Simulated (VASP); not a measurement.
Set up this calculation in VASP 6.6.1, as the native input.

| Item | Value |
| --- | --- |
| Task | band structure |
| Functional | HSE06 |
| Potentials or basis | VASP PAW PBE potentials, release 64 (Sr_sv, O) |
| Cutoff | 520 eV |
| k mesh | 6 × 6 × 6 |
| Occupations | gaussian, width 0.02 eV |
| Spin | no spin polarisation |
| Grid for exact exchange (PRECFOCK) | Fast |
| Screening parameter | 0.2 1/A |
| Further INCAR settings | ALGO = Normal; EDIFF = 1e-07; NBANDS = 15 |

The system is SrO.

```
Sr O
1.0
     0.00000    2.56614    2.56614
     2.56614    0.00000    2.56614
     2.56614    2.56614    0.00000
Sr O
1 1
Direct
  0.00000 0.00000 0.00000
  0.50000 0.50000 0.50000
```

These files were run (other wordings do the same):

POSCAR

```
SrO
1.0
    0.0000000000      2.5661400000      2.5661400000
    2.5661400000      0.0000000000      2.5661400000
    2.5661400000      2.5661400000      0.0000000000
Sr O
1 1
Direct
    0.0000000000      0.0000000000      0.0000000000
    0.5000000000      0.5000000000      0.5000000000
```

INCAR.step1

```
PREC = Accurate
ENCUT = 520
EDIFF = 1E-5
ISMEAR = 0
SIGMA = 0.02
LREAL = F
LASPH = T
NELM = 80
ALGO = Normal
ISIF = 2
LWAVE = T
LCHARG = F
NBANDS = 15
GGA = PE
```

INCAR.step2

```
PREC = Accurate
ENCUT = 520
EDIFF = 1E-7
ISMEAR = 0
SIGMA = 0.02
LREAL = F
LASPH = T
NELM = 80
ALGO = Normal
ISIF = 2
LWAVE = F
LCHARG = F
GGA = PE
LHFCALC = T
HFSCREEN = 0.2
PRECFOCK = Fast
NBANDS = 15
ISTART = 1
```

KPOINTS

```
regular mesh
0
Gamma
  6 6 6
```

KPOINTS_OPT

```
path GXWKGLUWLK,UX
10
line-mode
reciprocal
 0.0000000000  0.0000000000  0.0000000000  G
 0.5000000000  0.0000000000  0.5000000000  X

 0.5000000000  0.0000000000  0.5000000000  X
 0.5000000000  0.2500000000  0.7500000000  W

 0.5000000000  0.2500000000  0.7500000000  W
 0.3750000000  0.3750000000  0.7500000000  K

 0.3750000000  0.3750000000  0.7500000000  K
 0.0000000000  0.0000000000  0.0000000000  G

 0.0000000000  0.0000000000  0.0000000000  G
 0.5000000000  0.5000000000  0.5000000000  L

 0.5000000000  0.5000000000  0.5000000000  L
 0.6250000000  0.2500000000  0.6250000000  U

 0.6250000000  0.2500000000  0.6250000000  U
 0.5000000000  0.2500000000  0.7500000000  W

 0.5000000000  0.2500000000  0.7500000000  W
 0.5000000000  0.5000000000  0.5000000000  L

 0.5000000000  0.5000000000  0.5000000000  L
 0.3750000000  0.3750000000  0.7500000000  K

 0.6250000000  0.2500000000  0.6250000000  U
 0.5000000000  0.0000000000  0.5000000000  X
```

Potentials or basis: VASP PAW PBE potentials, release 64 (Sr_sv, O).

Command:

```bash
$ cat potpaw_PBE.64/Sr_sv/POTCAR potpaw_PBE.64/O/POTCAR > POTCAR
$ cp INCAR.step1 INCAR
$ mpirun -np 1 vasp_std > vasp.out
$ cp INCAR.step2 INCAR
$ mpirun -np 1 vasp_std > vasp.out
```

Results of the run:

```
Pressure                : 1.8 GPa
Band gap on the k mesh  : 4.76 eV, indirect (least direct gap 4.86 eV)
Band gap along the path : 4.76 eV, indirect (least direct gap 4.86 eV)
```

Caveat: the PAW data sets were made with another functional, which shifts forces and pressure a little.

Run time: 53 min on 1 thread of Intel(R) Xeon(R) Platinum 8488C (Sapphire Rapids), on a shared host, peak memory 0.32 GiB.
